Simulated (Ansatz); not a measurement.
Runs of Ansatz 0.2.0 on Si. Symmetry: Ia-3, No. 206, cubic system. Conventional cell: a = 6.656 Å, b = 6.656 Å, c = 6.656 Å, α = 90.00°, β = 90.00°, γ = 90.00°. Si (site symmetry 3) has 4 Si at 2.34 to 2.39 Å as nearest neighbours. This isn't the form of Si at room conditions, which is diamond.

```tsv
task	level	cell	k mesh	cutoff (eV)	points for each segment of the path	gap on the mesh (eV)	pressure (GPa)	relaxed volume (Å³/atom)	largest force (eV/Å)
band structure	HSE06	as given	4 × 4 × 4	420	4	none	-	-	0.16
band structure	r2SCAN	as given	6 × 6 × 6	500	10	none	(b)	-	0.19
relaxation of cell and atoms	LDA	relaxed	6 × 6 × 6	420	-	none	0.0	17.73	-
band structure	LDA	as given	6 × 6 × 6	420	10	none	-3.6	-	0.08
relaxation of cell and atoms	r2SCAN	relaxed	6 × 6 × 6	500	-	none	0.0	(a)	0.01
single point	PBE0	as given	4 × 4 × 4	420	-	none	-	-	0.19
```

Alike in all rows: potentials or basis Ansatz PAW; no spin polarisation; smearing fermi-dirac 0.05 eV.

Task: Estimate the missing entries.

Result: (a) 18.36; (b) -0.8.

Caveats: the PAW data sets come from PBE, with cores solved anew for the run's functional, which leaves a small shift of forces and pressure; the plane-wave basis is chosen anew once the cell has moved, so the energies of steps on either side of that aren't comparable (some runs).

A k mesh can miss the band edges.

A gap of «none» marks a metal or a gap under the smearing width.

Not every run made on this cell is shown here.
